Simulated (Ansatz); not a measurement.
GaN built on the zincblende prototype, relaxed with r2SCAN, was run in Ansatz 0.2.0 under altered settings. All numbers are computed, without spin polarisation but where a row says otherwise.

```
Ga N
1.0
     0.00000    2.24895    2.24895
     2.24895    0.00000    2.24895
     2.24895    2.24895    0.00000
Ga N
1 1
Direct
  0.00000 0.00000 0.00000
  0.25000 0.25000 0.25000
```

The base run's other keys:
```yaml
kpoints:
  mp_grid: { grid: [4, 4, 4] }
hamiltonian:
  xc: hse06
scf:
  occupations: { method: fixed }
  n_extra_bands: 4
```

It takes 13 iterations with 459 plane waves at 420 eV and 8 k points, and leaves a mean stress of 0.00 GPa. The gap over this mesh is 3.035 eV. It ran on 4 threads of Arm Neoverse N1, with other jobs on the host.

Outcomes, with energy and stress as changes against the base:
```
                                  setting    outcome  ΔF (meV/atom)  Δ mean stress (GPa)  gap on the mesh (eV)  iterations  wall time
    PBE hybrid, exx coeff 0.1, unscreened  converged              –                 +3.6                 2.531          11      4.7 s
   PBE hybrid, exx coeff 0.75, unscreened  converged              –                -11.2                 8.137          18      5.8 s
PBE hybrid, exx coeff 0.35, omega 0.3 1/Å  converged              –                 -1.8                 3.261          13      5.2 s
   PBE hybrid, exx coeff 0.05, unscreened  converged              –                 +4.8                 2.131          11      4.5 s
          scf.mixing.preconditioner: none  converged            0.0                  0.0                 3.035          13      5.1 s
```
A dash marks a value that wasn't obtained or can't be compared. Stress is positive in compression. The base took 5.4 s.

- PBE hybrid, exx coeff 0.1, unscreened. That is 10 % exact exchange, at all ranges, against HSE06's 25 % screened at 0.208 1/Å. The mean stress moves by +3.6 GPa and the gap on the mesh by -0.503 eV (to 2.531). Totals of different functionals aren't comparable.
- PBE hybrid, exx coeff 0.75, unscreened. That is 75 % exact exchange, at all ranges, against HSE06's 25 % screened at 0.208 1/Å. The mean stress moves by -11.2 GPa and the gap on the mesh by +5.103 eV (to 8.137). Totals of different functionals aren't comparable.
- PBE hybrid, exx coeff 0.35, omega 0.3 1/Å. That is 35 % exact exchange, screened with ω = 0.3 1/Å, against HSE06's 25 % screened at 0.208 1/Å. The mean stress moves by -1.8 GPa and the gap on the mesh by +0.226 eV (to 3.261). Totals of different functionals aren't comparable.
- PBE hybrid, exx coeff 0.05, unscreened. That is 5 % exact exchange, at all ranges, against HSE06's 25 % screened at 0.208 1/Å. The mean stress moves by +4.8 GPa and the gap on the mesh by -0.904 eV (to 2.131). Totals of different functionals aren't comparable.

Within 1 meV an atom, 0.1 GPa and 0.005 eV of the base stay: scf.mixing.preconditioner: none.

Spin-orbit coupling is left out.

The program warns that its thresholds are loose for a hybrid's stress.

The meshes of the hybrids are coarse, so their gaps aren't converged to the digits shown.
